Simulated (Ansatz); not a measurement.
Crystal: TePt.

```
CELL_PARAMETERS angstrom
3.55919 0.00000 0.00000
0.00000 3.55919 0.00000
0.00000 0.00000 3.55919
ATOMIC_POSITIONS crystal
Pt 0.00000 0.00000 0.00000
Te 0.50000 0.50000 0.50000
```

Measurements of this composition are mostly on another form, of space group No. 166.

```yaml
Program: Ansatz 0.2.0
Task: relaxation of cell and atoms
Functional: HF
Potentials_or_basis: Ansatz PAW
Cutoff: "420 eV (not typed: the program's choice for these potentials)"
k_mesh: 4 × 4 × 4
Occupations: fermi-dirac, width 0.05 eV
Spin: no spin polarisation
```

At the start: volume 22.54 Å³/atom.

How do energy, volume and symmetry change on relaxing?

It ends after 4 steps and the volume is 21.31 Å³/atom (-5.5 %); space group Pm-3m (No. 221, to 0.05 Å).

Step by step:
| step | energy change (eV) | largest force (eV/Å) | volume (Å³) |
| --- | --- | --- | --- |
| 1 | 0.0000 | 0.0000 | 45.09 |
| 2 | -0.0471 | 0.0000 | 42.99 |
| 3 | -0.0485 | 0.0000 | 42.62 |
| 4 | -0.0467 | 0.0000 | 42.62 |

Final structure:
```xyz
2
Lattice="3.4931 0.0000 0.0000 0.0000 3.4931 0.0000 0.0000 0.0000 3.4931" Properties=species:S:1:pos:R:3 pbc="T T T"
Pt    0.0000    0.0000    0.0000
Te    1.7465    1.7465    1.7465
```

Caveat: the k mesh is coarse (spacing up to 0.44 Å⁻¹), so the values aren't converged, least of all with exact exchange; the plane-wave basis is chosen anew once the cell has moved, so the energies of steps on either side of that aren't comparable; the PAW data sets come from PBE, with cores solved anew for the run's functional, which leaves a small shift of forces and pressure.
